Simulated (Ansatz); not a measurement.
## Al (Fm-3m), a film clamped to a substrate

All numbers below come from Ansatz, DFT PBE, scalar-relativistic, plane waves, PAW. Cutoff 420 eV, Γ-centred 20×20×20 k-points, Gaussian smearing of 0.15 eV. No spin polarisation. Energies are free energies at this smearing, counted from the undisturbed cell; pressure is positive in compression.

The undisturbed cell (as given, not relaxed at this level; it stands at -0.4 GPa):

```
Al
1.0
     0.00000    2.02398    2.02398
     2.02398    0.00000    2.02398
     2.02398    2.02398    0.00000
Al
1
Direct
  0.00000 0.00000 0.00000
```

The cell (1 atom, V0 = 16.58 Å³) is strained by p along both x and y and by q along z, fractional coordinates fixed. τp = (1/V0) ∂E/∂p = (σxx + σyy)(1 + p)(1 + q) and τq = (1/V0) ∂E/∂q = σzz(1 + p)², with tension positive.

```csv
p,q,ΔE (meV/atom),τp (GPa),τq (GPa)
0.000,0.000,0.00,0.83,0.42
-0.015,0.000,2.50,-4.31,-1.63
0.015,0.000,4.62,5.05,2.53
0.000,-0.015,0.31,-1.39,-0.91
0.000,0.015,1.62,2.72,1.79
```

Problem. Get the second derivatives of the energy density.

Solution. Central differences give A = ∂τp/∂p = 312 GPa (C11 + C22 + 2 C12), C = ∂τq/∂q = 90 GPa (C33) and the cross term B = ∂τq/∂p = 139 GPa (C13 + C23); ∂τp/∂q = 137 GPa must equal B, and any difference shows higher-order terms. The ions are clamped. In a cubic crystal C11 = C = 90, C12 = B/2 = 69 GPa and A should be 2(C11 + C12) = 319 GPa; the bulk modulus is (C11 + 2 C12)/3 = 76 GPa.

Problem. A film of this crystal grows with z along the normal on a substrate that imposes p. How does its thickness respond, and what does the misfit cost?

Solution. Count p and q from the stress-free cell. A free surface needs τq = 0, so q = −(B/C) p = -1.54 p. The energy density left is (A − B²/C) p²/2 = M p², with the biaxial modulus M = 49 GPa; a misfit of 1 % costs 0.51 meV/atom, against 1.61 meV/atom if the thickness were held.

In a metal these slopes depend on the k mesh and the smearing.

Letting the thickness relax cuts the cost of a 1 % misfit from 1.61 to 0.51 meV/atom, because the film trades a change of volume for a change of shape. This is typical of a simple sp metal: the electron gas resists compression, while weakly directional bonding offers less resistance to shear.

The bulk modulus of 76 GPa is realistic for aluminium, but its split into C11 = 90 and C12 = 69 GPa is not. C11 is clearly too low and C12 somewhat too high, so the tetragonal shear stiffness, which goes as their difference, comes out far too soft. The likely cause is incompletely converged Brillouin-zone integration: tetragonal strain shifts electrons between Fermi-surface pockets near the zone boundaries, an effect that largely cancels in the bulk modulus.

The biaxial modulus is proportional to that same difference, so 49 GPa is probably a serious underestimate, and the thickness response of -1.54 p is exaggerated. The relief by thinning is sound qualitatively, but its size is not. For a film only a few layers thick, surface stress would also enter.
